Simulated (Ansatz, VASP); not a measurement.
## Rb: VASP beside Ansatz

INCAR

```
SYSTEM = Rb
PREC = Accurate ; ENCUT = 520
EDIFF = 1E-7 ; ISMEAR = 0
SIGMA = 0.1 ; LREAL = .False.
LASPH = .True. ; NELM = 80
ALGO = Fast ; ISIF = 2
LWAVE = .False. ; LCHARG = .False.
GGA = PS ; NBANDS = 16
```

KPOINTS

```
regular mesh
0
Gamma
  9 9 6
  0 0 0
```

File POSCAR:

```
Rb
1.0
    4.9893939965      0.0000000000      0.0000000000
   -2.4946969983      4.3209419505      0.0000000000
    0.0000000000      0.0000000000      8.0248514746
Rb
2
Direct
    0.3333333300      0.6666666700      0.2381545471
    0.6666666700      0.3333333300      0.7618454529
```

Input for Ansatz:

```yaml
crystal:
  lattice:
    - [4.9893939965, 0.0, 0.0]
    - [-2.4946969983, 4.3209419505, 0.0]
    - [0.0, 0.0, 8.0248514746]
  atoms:
    - { symbol: Rb, position: [0.33333333, 0.66666667, 0.2381545471] }
    - { symbol: Rb, position: [0.66666667, 0.33333333, 0.7618454529] }
basis:
  ecutwfc: 420
kpoints:
  mp_grid: { grid: [9, 9, 6] }
hamiltonian:
  xc: pbesol
scf:
  occupations: { method: gaussian, width: 0.1 }
output:
  forces: true
  stress: true
  eigenvalues: true
  populations: true
```

Alike in both runs: task single point; functional PBEsol; k mesh 9 × 9 × 6; occupations gaussian, width 0.1 eV; no spin polarisation.

```csv
,VASP,Ansatz
version,VASP 6.6.1,Ansatz 0.2.0
potentials or method,"VASP PAW PBE potentials, release 64 (Rb_sv)","scalar-relativistic, plane waves, PAW"
plane-wave cutoff (eV),520,420
valence electrons in the cell,18,18
```

|  | VASP | Ansatz | Ansatz less VASP |
| --- | --- | --- | --- |
| gap on the k mesh at the Fermi level (eV) | none | none | - |
| pressure (GPa) | 0.0 | 0.0 | 0.00 |
| largest component of the traceless stress (GPa) | 0.10 | 0.10 | 0.000 |
| rms of the force components (eV/Å) | 0.042 | 0.043 | +0.0003 |

Atom by atom the forces differ by 0.000 eV/Å (rms over components). A gap of «none» marks a metal or a gap that the smearing closes. The functional is the same, so the differences come from potentials, cutoffs and numerics.

Caveats: the PAW data sets were made with another functional, which shifts forces and pressure a little (VASP).
